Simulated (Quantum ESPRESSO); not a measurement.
# HfO2 under changes of volume

One of the cells (10.955 Å³/atom); the others are scaled copies at fixed shape and fractional positions:

```
Hf O
1.0
     5.21946    0.00000    0.00000
     0.00000    5.00476    0.00000
     0.00000    0.00000    5.03269
Hf O
4 8
Direct
  0.96699 0.73252 0.74144
  0.53301 0.73252 0.24144
  0.46699 0.26748 0.74144
  0.03301 0.26748 0.24144
  0.63213 0.92865 0.87927
  0.86787 0.92865 0.37927
  0.23395 0.53988 0.49229
  0.26605 0.53988 0.99229
  0.76605 0.46012 0.99229
  0.73395 0.46012 0.49229
  0.13213 0.07135 0.87927
  0.36787 0.07135 0.37927
```

Measurements of this composition are mostly on another form, of space group No. 14.

| Property | Result |
| --- | --- |
| Program | Quantum ESPRESSO 7.5 |
| Functional | PBE |
| Potentials or basis | SSSP 1.3 efficiency PBE |
| Cutoff | 816 eV |
| Density cutoff | 5987 eV |
| k mesh | 5 × 6 × 5 |
| Occupations | fermi-dirac, width 0.05 eV |
| Spin | no spin polarisation |

```csv
volume (Å³/atom),energy over the lowest point (meV/atom),pressure (GPa),gap on the mesh (eV),largest force (eV/Å)
10.298,78.45,27.0,4.69,0.335
10.517,45.95,19.9,4.62,0.243
10.736,?,?,?,?
10.955,7.83,7.6,4.48,0.085
11.175,0.51,2.4,4.41,0.080
11.394,0.00,-2.3,4.34,0.129
11.613,5.67,-6.6,4.27,0.188
```

Q: What does the run at 10.736 Å³/atom give?

A: Energy over the lowest point 22.71 meV/atom; pressure 13.4 GPa; gap on the mesh 4.55 eV; largest force 0.159 eV/Å.

Worked out: A Birch-Murnaghan fit of order 3 (a polynomial in V^(-2/3)) to the other rows has its minimum at 11.30 Å³/atom with B0 = V·E''(V) = 242 GPa and B' = 4.2 at fixed shape and positions, which overstates the stiffness. It gives 22.71 meV/atom at 10.736 Å³/atom, against the run's 22.71, and -dE/dV = 13.8 GPa, against 13.4. A straight line through the other rows of the gap, of slope -3.49 eV per unit of ln V, gives 4.55 eV, against the run's 4.55.

Energies are extrapolated to zero smearing.

Caveats: spin-orbit coupling is left out, which moves the levels of the heavy elements; an odd mesh through Γ misses points on the zone boundary, where band edges often lie.
